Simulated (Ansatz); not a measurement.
## Lu: relaxation of cell and atoms with r2SCAN

The system is Lu.

```
Lu
1.0
    -1.95411    1.95411    1.95411
     1.95411   -1.95411    1.95411
     1.95411    1.95411   -1.95411
Lu
1
Direct
  0.00000 0.00000 0.00000
```

This isn't the form of Lu at room conditions, which is hcp.

| Item | Value |
| --- | --- |
| Program | Ansatz 0.2.0 |
| Task | relaxation of cell and atoms |
| Functional | r2SCAN |
| Potentials or basis | Ansatz PAW |
| Cutoff | 500 eV (not typed: the program's choice for these potentials) |
| k mesh | 10 × 10 × 10 |
| Occupations | fermi-dirac, width 0.05 eV |
| Spin | no spin polarisation |
| Target pressure | 30 GPa |
| Target pressure (GPa) | 30 |

```
Relaxed volume                                         : 20.19 Å³/atom
Relaxed cell                                           : a = 2.971 Å, b = 2.971 Å, c = 2.971 Å, α = 109.47°, β = 109.47°, γ = 109.47°
Space group after relaxing (to 0.05 Å)                 : Im-3m (No. 229)
Energy change on relaxing (the enthalpy is what falls) : +674.8 meV/atom
Ionic steps                                            : 7
Pressure after relaxing                                : 30.0 GPa
Band gap on the k mesh                                 : none (metal or under the smearing width)
```

Step by step:
```
step  energy change (eV)  largest force (eV/Å)  volume (Å³)
   1              0.0000                0.0000        29.85
   2              0.0823                0.0000        25.69
   3              0.4011                0.0000        21.94
   4              0.7466                0.0000        19.81
   5              0.6650                0.0000        20.23
   6              0.6731                0.0000        20.19
   7              0.6748                0.0000        20.19
```

Final structure:
```xyz
1
Lattice="-1.7154 1.7154 1.7154 1.7154 -1.7154 1.7154 1.7154 1.7154 -1.7154" Properties=species:S:1:pos:R:3 pbc="T T T"
Lu    0.0000    0.0000    0.0000
```

Levels at points of the mesh, in eV from the Fermi level:
| k point | band 10 | band 11 | band 12 | band 13 | band 14 | band 15 |
| --- | --- | --- | --- | --- | --- | --- |
| (0.00, 0.00, 0.00) | -4.52 | -4.52 | -4.46 | 2.79 | 2.79 | 2.79 |
| (0.00, 0.00, -0.50) | -4.53 | -4.49 | -3.47 | 0.05 | 2.10 | 6.01 |
| (-0.50, -0.50, -0.50) | -4.49 | -4.49 | -3.11 | -3.11 | 9.33 | 9.33 |

Wall time 13 s on 2 threads of Intel(R) Xeon(R) Platinum 8488C (Sapphire Rapids), with other jobs on the host, peak memory 0.45 GiB.

Caveat: the volume moved by over 15 % at a fixed basis, so the end points are rough; the plane-wave basis is chosen anew once the cell has moved, so the energies of steps on either side of that aren't comparable; the PAW data sets come from PBE, with cores solved anew for the run's functional, which leaves a small shift of forces and pressure. Spin-orbit coupling is left out, which matters for the levels of Lu.
